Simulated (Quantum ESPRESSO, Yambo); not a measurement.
Planning a run of Yambo 5.3.0 on KCl (Sylvite). The input:

```
HF_and_locXC
gw0
dyson
ppa
em1d
rim_cut
RandQpts= 1000000
RandGvec= 1 RL
EXXRLvcs= 66 Ry
VXCRLvcs= 264 Ry
Chimod= "HARTREE"
% BndsRnXp
 1 | 160 |
%
NGsBlkXp= 13 Ry
% LongDrXp
 1 | 1 | 1 |
%
% GbndRnge
 1 | 160 |
%
DysSolver= "n"
ExtendOut
PPAPntXp= 27.21138 eV
% QPkrange
 1 | 1 | 7 | 10 |
%
```

```sh
OMP_NUM_THREADS=1 mpirun -n 4 yambo -F gw1.in -J gw1 -C gw1 > gw1.log
```

The stored states that it reads are on a 4×4×4 mesh. The structure is cubic, space group Fm-3m (No. 225). The conventional cell has a = 6.293 Å, b = 6.293 Å, c = 6.293 Å, α = 90.00°, β = 90.00°, γ = 90.00°. K has 6 Cl at 3.15 Å nearest. Cl has 6 K at 3.15 Å nearest. Farther neighbours and most contacts between anions are not listed.

Q: How long will it take on 4 MPI ranks of Arm Neoverse V1, shared host, and how much memory?

It took 1.7 min; on shared hardware allow 51 s to 3.4 min. Peak host memory was 1.7 GiB.

The screening grows as filled bands × empty bands × pairs of k points, times the square of the screening basis for the matrix.

[Paths, hosts, dates, memory and timing lines, banners, echoed tables and standing remarks are left out of the program output.]

[Logs are printed without paths, hosts, clocks, repeated set-up lines and the standing remarks that a program may print on its own settings, such as how far it seeks lower states.]

[Runs of the session that timed out or met a known fault of the program may be left out.]

[Hosts, paths, dates, database ids (printed as entryN), source tags and the programs' standing remarks are cut or masked in the printed files.]
